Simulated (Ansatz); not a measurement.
# Pd: the cost of one run

Method: DFT PBEsol, scalar-relativistic, plane waves, PAW, in Ansatz 0.2.0.

## Step 1: The starting structure

It takes space group Im-3m (No. 229, cubic). The conventional cell has a = 3.145 Å, b = 3.145 Å, c = 3.145 Å, α = 90.00°, β = 90.00°, γ = 90.00°. Around Pd (site symmetry m-3m) lie 8 Pd at 2.72 Å.

Coordinates:

```
Pd
1.0
    -1.57228    1.57228    1.57228
     1.57228   -1.57228    1.57228
     1.57228    1.57228   -1.57228
Pd
1
Direct
  0.00000 0.00000 0.00000
```

The structure comes from the Materials Project (structure only).

## Step 2: A change within a subgroup

Against the listed cell: strain xx, yy, zz, yz, xz, xy = -9.8, -0.8, -0.8, -2.4, +5.4, -5.4 %.

input.yaml

```yaml
crystal:
  lattice:
    - [-1.4174113215, 1.6070755785, 1.4365145357]
    - [1.5879723644, -1.6813186874, 1.6813186874]
    - [1.2468502786, 1.5107576445, -1.5107576445]
  atoms:
    - { symbol: Pd, position: [0.0, 0.0, 0.0] }
basis:
  ecutwfc: 420
kpoints:
  mp_grid: { grid: [18, 18, 18] }
hamiltonian:
  xc: pbesol
scf:
  occupations: { method: gaussian, width: 0.1 }
output:
  forces: true
  stress: true
  eigenvalues: true
  write_density: true
  write_potential: true
  elf: true
  volumetric_format: npy
```

Command:

```console
$ ansatz run input.yaml --threads 1 --pin off --max-ram 1331MiB --backend cpu --events-out ev --progress --plain --runs-dir out
```

Q: Estimate wall time and peak memory on 1 thread of an x86-64 CPU, shared host.

About 42 s, with a peak of 0.54 GiB.
